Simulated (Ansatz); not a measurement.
# Electron scattering at the Σ5 (210) boundary in fcc Pt with Ag (substitutional)

Wanted: what the Σ5 (210) boundary in fcc Pt with Ag (substitutional) costs an interconnect.

Main program and level: Ansatz 0.2.0; Ansatz plane-wave DFT, PBE, PAW files; relaxation of a bicrystal slab with its lowest layers held; PAW set soft_1, in the first sound run; inputs show where later runs differ.

## (1) Starting point

The cell holds 21 atoms: 20 Pt and 1 Ag. Cell: a = 4.803 Å, b = 3.922 Å, c = 29.416 Å, α = 90.0°, β = 90.0°, γ = 65.9°. It derives from Pt. built on the (2 1 0) plane; 2 overlapping atoms removed and the grains opened by 0 Å. Vacuum lies along c.

## (2) Relaxing the bicrystal

The boundary is built by mirroring the lower grain in the boundary plane and removing any atoms that overlap; then the Ag is put in at the boundary. A thin bicrystal slab is relaxed first, with the lowest layers held and the upper grain free to shift and open.

input.yaml

```yaml
crystal:
  lattice:
    - [4.8032044366, 0.0, 0.0]
    - [1.6010681455, 3.58009721, 0.0]
    - [0.0, 0.0, 29.4157639274]
  atoms:
    - { symbol: Pt, position: [0.6, 0.7, 0.1699768876] }
    - { symbol: Pt, position: [0.2, 0.4, 0.1997888327] }
    - { symbol: Pt, position: [0.8, 0.1, 0.2296007779] }
    - { symbol: Pt, position: [0.4, 0.8, 0.259412723] }
    - { symbol: Pt, position: [0.0, 0.5, 0.2892246681] }
    - { symbol: Pt, position: [0.6, 0.2, 0.3190366132] }
    - { symbol: Pt, position: [0.2, 0.9, 0.3488485583] }
    - { symbol: Pt, position: [0.8, 0.6, 0.3786605034] }
    - { symbol: Pt, position: [0.4, 0.3, 0.4084724485] }
    - { symbol: Ag, position: [0.0, 0.0, 0.4382843936] }
    - { symbol: Pt, position: [0.8, 0.6, 0.4979082838] }
    - { symbol: Pt, position: [0.2, 0.9, 0.5277202289] }
    - { symbol: Pt, position: [0.6, 0.2, 0.557532174] }
    - { symbol: Pt, position: [0.0, 0.5, 0.5873441191] }
    - { symbol: Pt, position: [0.4, 0.8, 0.6171560642] }
    - { symbol: Pt, position: [0.8, 0.1, 0.6469680093] }
    - { symbol: Pt, position: [0.2, 0.4, 0.6767799544] }
    - { symbol: Pt, position: [0.6, 0.7, 0.7065918995] }
    - { symbol: Pt, position: [0.0, 0.0, 0.7364038446] }
    - { symbol: Pt, position: [0.4, 0.3, 0.7662157897] }
    - { symbol: Pt, position: [0.8, 0.6, 0.7960277348] }
kpoints:
  mp_grid: { grid: [7, 7, 1] }
hamiltonian:
  xc: pbe
  pseudopotentials: { kind: paw, azcp: { folder: soft_1 } }
scf:
  occupations: { method: fermi_dirac, width: 0.1 }
relax:
  f_tol: 0.03
  max_steps: 80
  constraints: [{ sites: [0, 1, 2, 3] }]
```

Command:

```bash
$ ansatz run input.yaml --threads 4 --pin off --max-ram 15360MiB --backend cpu --events-out ev --progress --plain --runs-dir out
```

Numbers of over 12 decimals in the logs are rounded to 6 here.

The program printed:

```text
Engine: ansatz 0.2.0, aarch64-unknown-linux-gnu
Pseudopotentials: kind: paw
Pseudopotential: Pt, paw, valence charge 18, recommended cutoff 420 eV (normal), soft_1/Pt.paw.azcp
Pseudopotential: Ag, paw, valence charge 19, recommended cutoff 420 eV (normal), soft_1/Ag.paw.azcp
Functional definition: PBE
  parameter kappa = 0.804
  parameter beta = 0.066725
  exchange = pbe_x(kappa = kappa, mu = beta*pi^2/3)
  correlation = pbe_c(beta = beta)
Crystal: 21 atoms, lattice volume = 505.832 Å³
Basis set: ecut = 420 eV, 9823 PW (Γ), exchange–correlation on 72×54×400 points (8 copies of the dense FFT grid, shifted against one another)
Bands: 228, of which v1, the nominal top of the filled ones, is band 190 counted from 1 (189 counted from 0)
Symmetry: 2 space group operations
Space group: Cm (ITA 8), of the structure as read, at distance tolerance 8.0e-5 Å
k-points: 16 of 49 (time reversal used)
Non-local potential: Pt, projectors of the file, l = 0: 3, l = 1: 2, l = 2: 2, l = 3: 1
Non-local potential: Ag, projectors of the file, l = 0: 3, l = 1: 2, l = 2: 2, l = 3: 1
PAW form: soft (Blöchl's): semilocal exchange-correlation on the pseudo side does not see the compensation charge
PAW one-centre angular grid: Pt, 590 points (default); XC on 64 Gauss nodes
PAW one-centre angular grid: Ag, 590 points (default); XC on 64 Gauss nodes
Initial density: superposition of atomic densities (neutral atoms: chi_scale 0, normalization atom)
Initial wavefunctions: pseudopotential atomic-orbital guess
Functional: x = pbe(κ = 0.804, μ = 0.219515), c = pbe(β = 0.066725)
SCF iter   1: F=—  HF=-258086.152233 eV  |F-HF|=—  |Δ(HF+E_count)|=         —  Δρ=7.11e-2  dr2=3.88e1  ethr=3.10e-3  ⟨swp⟩=6.0  Hψ=13217  notcnv=0  defer=99
preconditioner: auto → LDOS  [metal: Δε(μ)=0.014 eV  Ē_g=7.630 eV  σ=0.100 eV  W_gap=0.04  n_scr=134 (ndim 8)  ℏωp=24.0 eV  f_vac=0.306  D(μ)=32.23/eV (n_scr^D=328)  β→1.0]
SCF iter   2: F=—  HF=-258085.214098 eV  |F-HF|=—  |Δ(HF+E_count)|=   9.38e-1  Δρ=6.07e-2  dr2=2.01e1  ethr=3.10e-3  ⟨swp⟩=3.0  Hψ=8796  notcnv=0  defer=282
SCF iter   3: F=—  HF=-258079.230953 eV  |F-HF|=—  |Δ(HF+E_count)|=    5.98e0  Δρ=1.17e-2  dr2=1.63e0  ethr=3.10e-3  ⟨swp⟩=2.0  Hψ=7224  notcnv=0  defer=296
SCF iter   4: F=—  HF=-258079.041958 eV  |F-HF|=—  |Δ(HF+E_count)|=   1.89e-1  Δρ=2.75e-3  dr2=2.08e-1  ethr=4.30e-4  ⟨swp⟩=2.1  Hψ=5995  notcnv=0  defer=291
SCF iter   5: F=—  HF=-258079.027410 eV  |F-HF|=—  |Δ(HF+E_count)|=   1.45e-2  Δρ=1.36e-3  dr2=2.51e-2  ethr=5.49e-5  ⟨swp⟩=2.1  Hψ=4987  notcnv=0  defer=291
SCF iter   6: F=—  HF=-258079.025741 eV  |F-HF|=—  |Δ(HF+E_count)|=   1.67e-3  Δρ=4.40e-4  dr2=3.29e-3  ethr=6.61e-6  ⟨swp⟩=2.1  Hψ=5006  notcnv=0  defer=291
SCF iter   7: F=—  HF=-258079.024785 eV  |F-HF|=—  |Δ(HF+E_count)|=   9.56e-4  Δρ=2.03e-4  dr2=6.83e-4  ethr=8.67e-7  ⟨swp⟩=2.0  Hψ=5133  notcnv=0  defer=291
SCF iter   8: F=—  HF=-258079.024772 eV  |F-HF|=—  |Δ(HF+E_count)|=   1.25e-5  Δρ=6.99e-5  dr2=8.53e-5  ethr=1.80e-7  ⟨swp⟩=2.0  Hψ=4890  notcnv=0  defer=291
SCF iter   9: F=-258079.024754 eV  HF=-258079.024768 eV  |F-HF|=1.41e-5  |Δ(HF+E_count)|=   4.18e-6  Δρ=3.14e-5  dr2=1.55e-5  ethr=5.94e-9  ⟨swp⟩=4.1  Hψ=11420  notcnv=0
SCF 1 converged in 9 iterations: F = -258079.024754 eV  dr2 = 1.55e-5
  greatest PAW one-centre occupation: 1.002 electrons in one spin orbital (limit 2), on the Ag atom at site 9 (counted from 0), in its partial waves of l = 0
relax step   1: F+E_penalty+E_count = -258079.02475407 eV  Δ(F+E_penalty+E_count) = +0.000e0 eV  max|allowed force component| = 1.137e0 eV/Å  Δτ_max = 0.0000 Å  (9 SCF iters, dr2 threshold 2.25e-5 eV, accepted)
Initial density: handed on by an earlier stage of this run
Initial wavefunctions: those handed on with the density
iter 1 solved again at ethr=8.88e-4 eV; its pass at ethr=3.10e-3 eV (dr2=3.36e0 eV) is discarded
SCF iter   1: F=—  HF=-258079.458713 eV  |F-HF|=—  |Δ(HF+E_count)|=         —  Δρ=1.44e-2  dr2=2.93e0  ethr=8.88e-4  ⟨swp⟩=1.0  Hψ=12096  notcnv=0  defer=289
preconditioner: auto → LDOS  [metal: Δε(μ)=0.008 eV  Ē_g=7.703 eV  σ=0.100 eV  W_gap=0.02  n_scr=134 (ndim 8)  ℏωp=24.0 eV  f_vac=0.304  D(μ)=35.15/eV (n_scr^D=382)  β→1.0]
SCF iter   2: F=—  HF=-258079.389006 eV  |F-HF|=—  |Δ(HF+E_count)|=   6.97e-2  Δρ=5.94e-3  dr2=2.84e-1  ethr=7.73e-4  ⟨swp⟩=2.0  Hψ=5295  notcnv=0  defer=289
SCF iter   3: F=—  HF=-258079.332514 eV  |F-HF|=—  |Δ(HF+E_count)|=   5.65e-2  Δρ=2.77e-3  dr2=1.58e-1  ethr=7.48e-5  ⟨swp⟩=3.0  Hψ=7126  notcnv=0  defer=289
SCF iter   4: F=—  HF=-258079.315809 eV  |F-HF|=—  |Δ(HF+E_count)|=   1.67e-2  Δρ=1.36e-3  dr2=3.04e-2  ethr=4.18e-5  ⟨swp⟩=2.1  Hψ=5001  notcnv=0  defer=289
SCF iter   5: F=—  HF=-258079.312570 eV  |F-HF|=—  |Δ(HF+E_count)|=   3.24e-3  Δρ=5.31e-4  dr2=4.85e-3  ethr=8.01e-6  ⟨swp⟩=1.7  Hψ=4290  notcnv=0  defer=289
SCF iter   6: F=—  HF=-258079.312214 eV  |F-HF|=—  |Δ(HF+E_count)|=   3.56e-4  Δρ=1.60e-4  dr2=3.36e-4  ethr=1.28e-6  ⟨swp⟩=2.2  Hψ=4881  notcnv=0  defer=289
SCF iter   7: F=—  HF=-258079.312188 eV  |F-HF|=—  |Δ(HF+E_count)|=   2.59e-5  Δρ=7.00e-5  dr2=9.40e-5  ethr=8.87e-8  ⟨swp⟩=2.0  Hψ=5026  notcnv=0  defer=289
SCF iter   8: F=-258079.312171 eV  HF=-258079.312187 eV  |F-HF|=1.59e-5  |Δ(HF+E_count)|=   1.83e-6  Δρ=3.10e-5  dr2=1.72e-5  ethr=2.13e-8  ⟨swp⟩=4.0  Hψ=9856  notcnv=0
SCF 2 converged in 8 iterations: F = -258079.312171 eV  dr2 = 1.72e-5
relax step   2: F+E_penalty+E_count = -258079.31217067 eV  Δ(F+E_penalty+E_count) = -2.874e-1 eV  max|allowed force component| = 1.043e0 eV/Å  Δτ_max = 0.1947 Å  (8 SCF iters, dr2 threshold 8.08e-5 eV, accepted)
iter 1 solved again at ethr=2.41e-4 eV; its pass at ethr=3.10e-3 eV (dr2=9.13e-1 eV) is discarded
SCF iter   1: F=—  HF=-258079.509065 eV  |F-HF|=—  |Δ(HF+E_count)|=         —  Δρ=9.53e-3  dr2=8.08e-1  ethr=2.41e-4  ⟨swp⟩=1.8  Hψ=12061  notcnv=0  defer=286
preconditioner: auto → LDOS  [metal: Δε(μ)=0.014 eV  Ē_g=7.680 eV  σ=0.100 eV  W_gap=0.04  n_scr=134 (ndim 8)  ℏωp=24.0 eV  f_vac=0.301  D(μ)=35.38/eV (n_scr^D=382)  β→1.0]
SCF iter   2: F=—  HF=-258079.471124 eV  |F-HF|=—  |Δ(HF+E_count)|=   3.79e-2  Δρ=3.50e-3  dr2=1.52e-1  ethr=2.13e-4  ⟨swp⟩=2.0  Hψ=5431  notcnv=0  defer=286
SCF iter   3: F=—  HF=-258079.449613 eV  |F-HF|=—  |Δ(HF+E_count)|=   2.15e-2  Δρ=1.93e-3  dr2=3.68e-2  ethr=4.00e-5  ⟨swp⟩=2.6  Hψ=6132  notcnv=0  defer=286
SCF iter   4: F=—  HF=-258079.441755 eV  |F-HF|=—  |Δ(HF+E_count)|=   7.86e-3  Δρ=7.41e-4  dr2=5.20e-3  ethr=9.72e-6  ⟨swp⟩=2.0  Hψ=5363  notcnv=0  defer=286
SCF iter   5: F=—  HF=-258079.440906 eV  |F-HF|=—  |Δ(HF+E_count)|=   8.49e-4  Δρ=2.78e-4  dr2=1.09e-3  ethr=1.37e-6  ⟨swp⟩=2.0  Hψ=5363  notcnv=0  defer=286
[...]
SCF 3 converged in 7 iterations: F = -258079.440773 eV  dr2 = 2.08e-5
relax step   3: F+E_penalty+E_count = -258079.44077338 eV  Δ(F+E_penalty+E_count) = -1.286e-1 eV  max|allowed force component| = 1.978e-1 eV/Å  Δτ_max = 0.1325 Å  (7 SCF iters, dr2 threshold 6.80e-5 eV, accepted)
[... from here on, the SCF cycles and remarks between the steps are left out ...]
relax step   4: F+E_penalty+E_count = -258079.50672657 eV  Δ(F+E_penalty+E_count) = -6.595e-2 eV  max|allowed force component| = 1.736e-1 eV/Å  Δτ_max = 0.2000 Å  (9 SCF iters, dr2 threshold 2.45e-6 eV, accepted)
relax step   5: F+E_penalty+E_count = -258079.58456091 eV  Δ(F+E_penalty+E_count) = -7.783e-2 eV  max|allowed force component| = 2.260e-1 eV/Å  Δτ_max = 0.1949 Å  (8 SCF iters, dr2 threshold 1.88e-6 eV, accepted)
relax step   6: F+E_penalty+E_count = -258079.66271369 eV  Δ(F+E_penalty+E_count) = -7.815e-2 eV  max|allowed force component| = 1.485e-1 eV/Å  Δτ_max = 0.1949 Å  (6 SCF iters, dr2 threshold 3.93e-5 eV, accepted)
relax step   7: F+E_penalty+E_count = -258079.69735002 eV  Δ(F+E_penalty+E_count) = -3.464e-2 eV  max|allowed force component| = 1.647e-1 eV/Å  Δτ_max = 0.1937 Å  (8 SCF iters, dr2 threshold 9.52e-6 eV, accepted)
relax step   8: F+E_penalty+E_count = -258079.73218986 eV  Δ(F+E_penalty+E_count) = -3.484e-2 eV  max|allowed force component| = 4.847e-2 eV/Å  Δτ_max = 0.1648 Å  (8 SCF iters, dr2 threshold 1.17e-5 eV, accepted)
relax step   9: F+E_penalty+E_count = -258079.74851961 eV  Δ(F+E_penalty+E_count) = -1.633e-2 eV  max|allowed force component| = 7.769e-2 eV/Å  Δτ_max = 0.1989 Å  (9 SCF iters, accepted)
relax step  10: F+E_penalty+E_count = -258079.76310435 eV  Δ(F+E_penalty+E_count) = -1.458e-2 eV  max|allowed force component| = 9.383e-2 eV/Å  Δτ_max = 0.1954 Å  (10 SCF iters, accepted)
relax step  11: F+E_penalty+E_count = -258079.78152969 eV  Δ(F+E_penalty+E_count) = -1.843e-2 eV  max|allowed force component| = 1.333e-1 eV/Å  Δτ_max = 0.1950 Å  (8 SCF iters, dr2 threshold 8.80e-6 eV, accepted)
relax step  12: F+E_penalty+E_count = -258079.79557106 eV  Δ(F+E_penalty+E_count) = -1.404e-2 eV  max|allowed force component| = 1.716e-1 eV/Å  Δτ_max = 0.1935 Å  (7 SCF iters, dr2 threshold 1.78e-5 eV, accepted)
relax step  13: F+E_penalty+E_count = -258079.80265827 eV  Δ(F+E_penalty+E_count) = -7.087e-3 eV  max|allowed force component| = 4.431e-2 eV/Å  Δτ_max = 0.0763 Å  (6 SCF iters, dr2 threshold 2.94e-5 eV, accepted)
SCF iter   1: F=—  HF=-258079.821344 eV  |F-HF|=—  |Δ(HF+E_count)|=         —  Δρ=5.01e-3  dr2=8.55e-2  ethr=2.69e-4  ⟨swp⟩=4.6  Hψ=7603  notcnv=0  defer=287
preconditioner: auto → LDOS  [metal: Δε(μ)=0.015 eV  Ē_g=7.685 eV  σ=0.100 eV  W_gap=0.04  n_scr=134 (ndim 8)  ℏωp=24.0 eV  f_vac=0.305  D(μ)=34.43/eV (n_scr^D=354)  β→1.0]
SCF iter   2: F=—  HF=-258079.809647 eV  |F-HF|=—  |Δ(HF+E_count)|=   1.17e-2  Δρ=1.50e-3  dr2=1.36e-2  ethr=2.26e-5  ⟨swp⟩=2.9  Hψ=7430  notcnv=0  defer=287
SCF iter   3: F=—  HF=-258079.804844 eV  |F-HF|=—  |Δ(HF+E_count)|=   4.80e-3  Δρ=4.16e-4  dr2=1.25e-3  ethr=3.58e-6  ⟨swp⟩=2.8  Hψ=7078  notcnv=0  defer=287
SCF iter   4: F=—  HF=-258079.804509 eV  |F-HF|=—  |Δ(HF+E_count)|=   3.35e-4  Δρ=1.13e-4  dr2=1.33e-4  ethr=3.30e-7  ⟨swp⟩=2.4  Hψ=6466  notcnv=0  defer=287
SCF iter   5: F=—  HF=-258079.804452 eV  |F-HF|=—  |Δ(HF+E_count)|=   5.67e-5  Δρ=5.10e-5  dr2=3.43e-5  ethr=3.51e-8  ⟨swp⟩=2.5  Hψ=6056  notcnv=0  defer=287
SCF iter   6: F=—  HF=-258079.803719 eV  |F-HF|=—  |Δ(HF+E_count)|=   7.33e-4  Δρ=2.37e-5  dr2=6.33e-6  ethr=9.06e-9  ⟨swp⟩=2.1  Hψ=4588  notcnv=0  defer=287
SCF iter   7: F=—  HF=-258079.803719 eV  |F-HF|=—  |Δ(HF+E_count)|=   4.14e-7  Δρ=8.68e-6  dr2=8.09e-7  ethr=1.67e-9  ⟨swp⟩=2.1  Hψ=5019  notcnv=0  defer=287
SCF iter   8: F=—  HF=-258079.803719 eV  |F-HF|=—  |Δ(HF+E_count)|=   5.60e-8  Δρ=2.92e-6  dr2=1.61e-7  ethr=2.13e-10  ⟨swp⟩=1.9  Hψ=4943  notcnv=0  defer=287
SCF iter   9: F=-258079.803719 eV  HF=-258079.803719 eV  |F-HF|=2.17e-8  |Δ(HF+E_count)|=   6.96e-9  Δρ=1.33e-6  dr2=2.53e-8  ethr=2.64e-11  ⟨swp⟩=4.0  Hψ=10589  notcnv=0
SCF 14 converged in 9 iterations: F = -258079.803719 eV  dr2 = 2.53e-8
relax step  14: F+E_penalty+E_count = -258079.80371883 eV  Δ(F+E_penalty+E_count) = -1.061e-3 eV  max|allowed force component| = 1.714e-2 eV/Å  Δτ_max = 0.0568 Å  (9 SCF iters, accepted)
SCF converged after 9 iterations
Free energy (F): -258079.803719 eV
Harris-Foulkes:  -258079.803719 eV  (|F-HF|=2.17e-8)
Internal energy: -258078.692517 eV  (E = F + TS)
E sigma→0 (E₀):  -258079.248118 eV
Entropy (-TS):   -1.111202 eV (-52.914 meV/atom)
Fermi energy:    12.430798 eV
--- Per-component energies (eV) ---
  E_band       = -6697.812406
  E_kinetic    = 12387.363674
  E_local      = -441845.060559  (includes V_loc(G=0)·N_el)
  E_nonlocal   = 4108.907184
  E_hartree    = 215555.014455
  E_xc         = -4792.762952
  E_vxc        = -5611.015112  (∫ρ·V_xc dr)
  E_paw        = -193630.791666  (= ΣΔE_a)
  E_vpaw       = -6848.037599  (= ΣTr[D̂ρ^β])
  E_aug_tail   = 0.022769  (compensation charges beyond the density's cutoff)
  E_ewald      = 150138.614577
  E_smearing   = -1.111202  (= −TS)
  E_closure    = 0.000000  (closes the sum)
  Σ components = -258079.803719   (vs F -258079.803719, Δ=0.00e0)
--- Forces (eV/Å), atoms counted from 1 ---
  atom   1  Pt    -0.09603066     0.04294622     0.94690507
  atom   2  Pt     0.07669002    -0.03429682    -0.53150310
  atom   3  Pt     0.17152941    -0.07671028    -0.78529137
  atom   4  Pt    -0.15919111     0.07119243     0.38734071
  atom   5  Pt     0.00365783    -0.00163583    -0.00647404
  atom   6  Pt    -0.00711448     0.00318169    -0.00829880
  atom   7  Pt     0.00683979    -0.00305885    -0.00653575
  atom   8  Pt     0.00179312    -0.00080191     0.00573626
  atom   9  Pt    -0.00251516     0.00112481    -0.00432743
  atom  10  Ag    -0.00745700     0.00333487     0.01002626
  atom  11  Pt     0.01197671    -0.00535615    -0.00211581
  atom  12  Pt     0.00006813    -0.00003047     0.00355554
  atom  13  Pt    -0.00026348     0.00011783    -0.00753025
  atom  14  Pt    -0.00248428     0.00111100    -0.01713785
  atom  15  Pt     0.00220387    -0.00098560    -0.00431159
  atom  16  Pt     0.00032205    -0.00014403     0.01624129
  atom  17  Pt    -0.00390549     0.00174659     0.00677978
  atom  18  Pt     0.00670292    -0.00299764     0.00826223
  atom  19  Pt    -0.00499364     0.00223322    -0.00492116
  atom  20  Pt     0.00280858    -0.00125604    -0.00052820
  atom  21  Pt    -0.00062575     0.00027985    -0.00589117
  max |Σ_I F_I| component: 1.94e-5 eV/Å
--- Relaxed structure (14 steps of the walk, 14 accepted, 0 SCFs on fresh bases) ---
  F+E_penalty+E_count = -258079.80371883 eV   max|allowed force component| = 1.714e-2 eV/Å
  atoms:
    - { symbol: Pt, position: [0.600000, 0.700000, 0.1699768876] }
    - { symbol: Pt, position: [0.200000, 0.400000, 0.199789] }
    - { symbol: Pt, position: [0.8, 0.100000, 0.2296007779] }
    - { symbol: Pt, position: [0.400000, 0.800000, 0.259412723] }
    - { symbol: Pt, position: [-0.00954462, 0.504772, 0.291517] }
    - { symbol: Pt, position: [0.586600, 0.206700, 0.322018] }
    - { symbol: Pt, position: [0.190838, 0.904581, 0.352502] }
    - { symbol: Pt, position: [0.784869, 0.607566, 0.383094] }
    - { symbol: Pt, position: [0.397209, 0.301395, 0.416017] }
    - { symbol: Ag, position: [-0.00907039, 0.0045352, 0.442387] }
    - { symbol: Pt, position: [0.550608, 0.724696, 0.485064] }
    - { symbol: Pt, position: [-0.095732, 1.047866, 0.528897] }
    - { symbol: Pt, position: [0.303738, 0.348131, 0.547376] }
    - { symbol: Pt, position: [-0.301705, 0.650853, 0.584078] }
    - { symbol: Pt, position: [0.113391, 0.943304, 0.615879] }
    - { symbol: Pt, position: [0.512992, 0.243504, 0.644711] }
    - { symbol: Pt, position: [-0.093453, 0.546727, 0.676929] }
    - { symbol: Pt, position: [0.312613, 0.843694, 0.705253] }
    - { symbol: Pt, position: [-0.267762, 0.133881, 0.740385] }
    - { symbol: Pt, position: [0.122814, 0.438593, 0.770457] }
    - { symbol: Pt, position: [0.513408, 0.743296, 0.792590] }
```

Run time: 15 min. Hardware: 4 threads of Arm Neoverse V1, shared host; peak memory 3 GiB.

Relaxation path:

```csv
step,energy less that of the first step (eV),largest force component (eV/Å)
1,0.0000,1.1372
2,-0.2874,1.0434
3,-0.4160,0.1978
4,-0.4820,0.1736
5,-0.5598,0.2260
6,-0.6380,0.1485
7,-0.6726,0.1647
8,-0.7074,0.0485
9,-0.7238,0.0777
10,-0.7383,0.0938
11,-0.7568,0.1333
12,-0.7708,0.1716
13,-0.7779,0.0443
14,-0.7790,0.0171
```

The run keeps the 2 symmetry operations that it works with, so distortions that break them were not tested.

The atoms that moved most (Å):

```csv
atom,dx,dy,dz,length
Pt13,-1.186,0.530,-0.299,1.333
Pt14,-1.208,0.540,-0.096,1.326
Pt12,-1.184,0.529,0.035,1.297
Pt17,-1.175,0.525,0.004,1.287
Pt18,-1.150,0.514,-0.039,1.261
Pt21,-1.147,0.513,-0.101,1.261
Pt16,-1.149,0.514,-0.066,1.260
Pt15,-1.147,0.513,-0.038,1.257
```

Numbers from this step:

| Item | Value |
| --- | --- |
| free energy | -258079.8037 eV |
| energy at zero smearing | -258079.2481 eV |
| Fermi energy | 12.43 eV |

The largest force component on a free atom ends at 0.017 eV/Å, under the tolerance of 0.03, after 14 steps.

[end of part 1 of 2]

[Logs are printed without paths, hosts, clocks, repeated set-up lines and the standing remarks that a program may print on its own settings, such as how far it seeks lower states.]

[Hosts, paths, dates, database ids (printed as entryN), source tags and the programs' standing remarks are cut or masked in the printed files.]
